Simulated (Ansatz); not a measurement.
# Na: pressure up to the limit of the methods

How does Na (hcp type) answer strong compression? Methods of the runs shown: PAW.

Computed with Ansatz 0.2.0 (DFT PBE, with the methods named in each step, unless a step's input says otherwise).

## (1) Starting point

It takes space group P6_3/mmc (No. 194, hexagonal). The conventional cell has a = 3.749 Å, b = 3.749 Å, c = 6.074 Å, α = 90.00°, β = 90.00°, γ = 120.00°. Na (site symmetry -6m2) is surrounded by 12 Na at 3.73 to 3.75 Å.

As a file:

```cif
data_structure
_symmetry_space_group_name_H-M 'P6_3/mmc'
_symmetry_Int_Tables_number 194
_cell_length_a 3.7492
_cell_length_b 3.7492
_cell_length_c 6.0737
_cell_angle_alpha 90.000
_cell_angle_beta 90.000
_cell_angle_gamma 120.000
_cell_volume 73.94
loop_
_atom_site_label
_atom_site_type_symbol
_atom_site_symmetry_multiplicity
_atom_site_Wyckoff_symbol
_atom_site_fract_x
_atom_site_fract_y
_atom_site_fract_z
_atom_site_occupancy
Na1 Na 2 c 0.33333 0.66667 0.25000 1
```

The file gives the conventional cell by its symmetry; the runs use the cell typed in the input.

Whether this phase is the stable one at these pressures isn't tested.

Atoms are numbered in the order of the input: Na1, Na2.

## (2) Cell relaxed at zero pressure, PAW

The input, input.yaml:

```yaml
crystal:
  lattice:
    - [3.7491841152, 0.0, 0.0]
    - [-1.8745920576, 3.2468886872, 0.0]
    - [0.0, 0.0, 6.0736782667]
  atoms:
    - { symbol: Na, position: [0.3333333333, 0.6666666667, 0.25] }
    - { symbol: Na, position: [0.6666666667, 0.3333333333, 0.75] }
kpoints:
  mp_grid: { grid: [12, 12, 6] }
scf:
  occupations: { method: fermi_dirac, width: 0.05 }
hamiltonian:
  xc: pbe
  pseudopotentials: { kind: paw }
output:
  forces: true
  stress: true
relax:
  f_tol: 0.005
  max_steps: 40
  cell: {}
```

Command:

```
$ ansatz run input.yaml --threads 1 --pin off --max-ram 2048MiB --backend cpu --events-out ev --progress --plain --runs-dir out
```

After this run come: Volume scaled by 1, PAW; Shape and atoms relaxed at 0.9 of the volume, PAW; Volume scaled by 0.9, PAW; Shape and atoms relaxed at 0.8 of the volume, PAW; Volume scaled by 0.8, PAW; Shape and atoms relaxed at 0.7 of the volume, PAW; Volume scaled by 0.7, PAW; Volume scaled by 0.7, PAW (cutoff 1000 eV); Shape and atoms relaxed at 0.6 of the volume, PAW; Volume scaled by 0.6, PAW; Shape and atoms relaxed at 0.5 of the volume, PAW; Volume scaled by 0.5, PAW; Shape and atoms relaxed at 0.4 of the volume, PAW; Volume scaled by 0.4, PAW; Volume scaled by 0.4, PAW (level accurate).

Before running it: what results should come out? Wanted: PAW pressure at 0.4 of the volume; PAW; fitted bulk modulus at zero pressure.

The runs gave:

```
                                          quantity     value
                 PAW pressure at 0.4 of the volume  39.5 GPa
PAW (level accurate) pressure at 0.4 of the volume  39.5 GPa
        fitted bulk modulus at zero pressure (PAW)   7.3 GPa
                           its pressure derivative      3.87
```

What this shows: By PAW the pressure climbs to 40 GPa at 0.4 of the first volume. One third-order Birch-Murnaghan curve follows these points (B₀ = 7.3 GPa, B′ = 3.87, misfit at most 0.05 GPa). A fit over so wide a range leans to the high pressures, so B₀ can be off by several per cent. No all-electron run checks these rows here, and frozen cores can fail under such compression. The ions are at rest, and the electrons smeared by 0.05 eV.
